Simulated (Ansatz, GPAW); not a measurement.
This is a calculation of Sn for Ansatz 0.2.0. 

Contents of input.yaml:

```yaml
crystal:
  lattice:
    - [-2.9401404553, 2.9401404553, 1.5993019889]
    - [2.9401404553, -2.9401404553, 1.5993019889]
    - [2.9401404553, 2.9401404553, -1.5993019889]
  atoms:
    - { symbol: Sn, position: [0.0, 0.0, 0.0] }
    - { symbol: Sn, position: [0.75, 0.25, 0.5] }
kpoints:
  mp_grid: { grid: [9, 9, 9] }
scf:
  occupations: { method: gaussian, width: 0.023 }
hamiltonian:
  xc: pbe
  pseudopotentials: { kind: all_electron, lapw: { basis_error: 0.001 } }
output:
  forces: true
  stress: true
  eigenvalues: true
```

Potentials or basis: all-electron LAPW, scalar-relativistic.

Run with:

```bash
$ ansatz run input.yaml --threads 1 --pin off --max-ram 3072MiB --backend cpu --events-out ev --progress --plain --runs-dir out
```

Problem. What does the same run look like in GPAW 26.7.0 (ASE script)? Potentials or basis there: GPAW PAW data sets (gpaw-data 1.2.1), cutoff 600 eV.

Solution. As run (cutoffs and basis follow the program's own potentials, and thresholds, step limits or extra output files can differ):

The input run.py:

```python
from ase.dft.bandgap import bandgap
from ase.io import read, write
from ase.units import Bohr, GPa
from gpaw import GPAW, PW
from gpaw.elf import elf_from_dft_calculation

atoms = read('Sn.xyz')

calc = GPAW(mode=PW(600),
            xc='PBE',
            kpts={'size': (9, 9, 9), 'gamma': True},
            occupations={'name': 'methfessel-paxton', 'order': 0, 'width': 0.023},
            nbands=24,
            convergence={'density': 1e-05, 'energy': 1e-05},
            maxiter=150,
            txt='gpaw.txt')
atoms.calc = calc
energy = atoms.get_potential_energy()
forces = atoms.get_forces()
stress = atoms.get_stress()
calc.write('gs.gpw')
write('result.traj', atoms)
print(f'Energy: {energy:.6f} eV')
print('Forces (eV/A):')
print(forces.round(4))
print('Stress (GPa):', (stress / GPa).round(3))
print('Fermi level:', round(calc.get_fermi_level(), 4), 'eV')
print(f'Gap: {bandgap(calc)[0]:.4f} eV, direct: {bandgap(calc, direct=True)[0]:.4f} eV')

# fields on the real-space grid
write('density.cube', atoms, data=calc.get_pseudo_density() * Bohr**3)
write('potential.cube', atoms, data=calc.get_electrostatic_potential())
write('elf.cube', atoms, data=elf_from_dft_calculation(calc).data)
```

Contents of Sn.xyz:

```xyz
2
Lattice="-2.9401404553 2.9401404553 1.5993019889 2.9401404553 -2.9401404553 1.5993019889 2.9401404553 2.9401404553 -1.5993019889" Properties=species:S:1:pos:R:3 pbc="T T T"
Sn     0.0000000000      0.0000000000      0.0000000000
Sn     0.0000000000      2.9401404553      0.7996509944
```

Potentials or basis: GPAW PAW data sets (gpaw-data 1.2.1), pw.

The run is started by

```bash
$ OMP_NUM_THREADS=1 python run.py
```

Both were run:

|  | Ansatz | GPAW |
| --- | --- | --- |
| Pressure | 1.4 GPa | 1.1 GPa |

Where Ansatz's input types no cutoff or centring, it takes its own default and a Γ-centred mesh.

Pressure is positive in compression.
